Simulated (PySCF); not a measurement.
C4H9NO.
Z-matrix (Å and degrees, PBE0-D3(BJ)/def2-SVP geometry), rows numbered from 1:
```
C 
C   1  1.5226
O   2  1.4049  1  111.02
C   3  1.4051  2  112.08  1    57.85
C   4  1.5227  3  111.00  2   -57.80
N   1  1.4522  2  112.53  3   -54.15
H   1  1.1020  2  110.65  3  -177.33
H   1  1.1045  2  108.57  3    65.51
H   2  1.1126  1  109.40  3   121.63
H   2  1.1012  1  111.56  3  -119.33
H   4  1.1126  3  110.01  2    63.47
H   4  1.1011  3  107.08  2  -179.79
H   5  1.1045  4  108.52  3   -65.58
H   5  1.1020  4  110.65  3   177.30
H   6  1.0193  1  109.58  2   -70.81
```

Method used: PBE0-D3(BJ)/def2-SVP geometry optimisation, gas phase (PySCF).

Take the most abundant isotopes and a rigid rotor. The values belong to one conformer with, in the numbering `[CH2:1]1[CH2:2][O:3][CH2:4][CH2:5][NH:6]1`, N6–C1–C2–O3 -54°, C1–C2–O3–C4 58°, C2–O3–C4–C5 -58°, O3–C4–C5–N6 54°.

Give the principal moments of inertia and the rotational constants in MHz.

Ia = 102.42, Ib = 108.68, Ic = 186.60 u·Å²; 505379 MHz·u·Å²/I gives A = 4934, B = 4650, C = 2708 MHz.

Classify the top.

An asymmetric top: κ = (2 × 4650 − 4934 − 2708)/(4934 − 2708) = 0.74.

Is it planar, by Δ = Ic − Ia − Ib?

Not planar: Δ = Ic − Ia − Ib = -24.50 u·Å². For a rigid frame Δ = −2 Σ m c², so Σ m c² = 12.25 u·Å² lies off the ab plane: 8.62 from hydrogen and 3.63 from heavier atoms. The atom farthest from that plane is 1.33 Å away.

Give the other two planar moments, Paa and Pbb, and the rms extents of the mass along the axes.

Paa = Σ m a² = (Ib + Ic − Ia)/2 = 96.43 and Pbb = Σ m b² = (Ia + Ic − Ib)/2 = 90.17 u·Å². With the mass M = 87.07 u, the rms extents √(P/M) along a, b and c are 1.05, 1.02, 0.38 Å.

List the rotational levels J(Ka,Kc) to J = 2 (MHz).

Above 0(0,0):
J = 1: 1(0,1) 7358, 1(1,1) 7643, 1(1,0) 9584
J = 2: 2(0,2) 20389, 2(1,2) 20418, 2(1,1) 26243, 2(2,1) 27096, 2(2,0) 28782
Those of J = 1 are B + C, A + C and A + B.

Which lines would a microwave search look for?

The dipole components are |μa| = 0.37 D, |μb| = 0.00 D, |μc| = 1.21 D; the mirror of this Cs structure is the ac plane, so μb vanishes by symmetry and there are no b-type lines. The squared components, which scale the intensities, stand as 0.09 : 1.00 (a : c). Some lines, for components of 0.1 D or more:

```csv
type,branch,"J(Ka,Kc)",MHz,lower level (cm⁻¹)
c,Q,"2(2,1) ← 2(1,1)",853,0.875
a,Q,"3(3,0) ← 3(3,1)",1357,1.878
a,Q,"2(2,0) ← 2(2,1)",1686,0.904
c,Q,"3(3,1) ← 3(2,1)",1704,1.821
a,Q,"1(1,0) ← 1(1,1)",1942,0.255
a,Q,"3(2,1) ← 3(2,2)",5418,1.640
a,Q,"2(1,1) ← 2(1,2)",5825,0.681
a,R,"1(0,1) ← 0(0,0)",7358,0.000
c,R,"1(1,0) ← 0(0,0)",9584,0.000
a,Q,"3(1,2) ← 3(1,3)",10294,1.292
a,R,"2(1,2) ← 1(1,1)",12775,0.255
a,R,"2(0,2) ← 1(0,1)",13030,0.245
a,R,"2(1,1) ← 1(1,0)",16659,0.320
a,R,"3(1,3) ← 2(1,2)",18317,0.681
a,R,"3(0,3) ← 2(0,2)",18344,0.680
c,R,"2(1,1) ← 1(0,1)",18885,0.245
c,R,"2(2,0) ← 1(1,0)",19198,0.320
c,R,"2(2,1) ← 1(1,1)",19453,0.255
a,R,"3(1,2) ← 2(1,1)",22785,0.875
a,R,"3(2,1) ← 2(2,0)",25807,0.960
c,R,"3(2,1) ← 2(1,1)",28346,0.875
c,R,"3(1,2) ← 2(0,2)",28639,0.680
c,R,"3(2,2) ← 2(1,2)",28753,0.681
c,R,"3(3,0) ← 2(2,0)",28867,0.960
c,R,"3(3,1) ← 2(2,1)",29197,0.904
```

Whether it is a minimum is left open (no frequencies). Zero-point vibration and centrifugal distortion are left out. A rigid rotor knows nothing of inversion at nitrogen, which can split or shift real lines. Quadrupole hyperfine structure (14N) is left out.
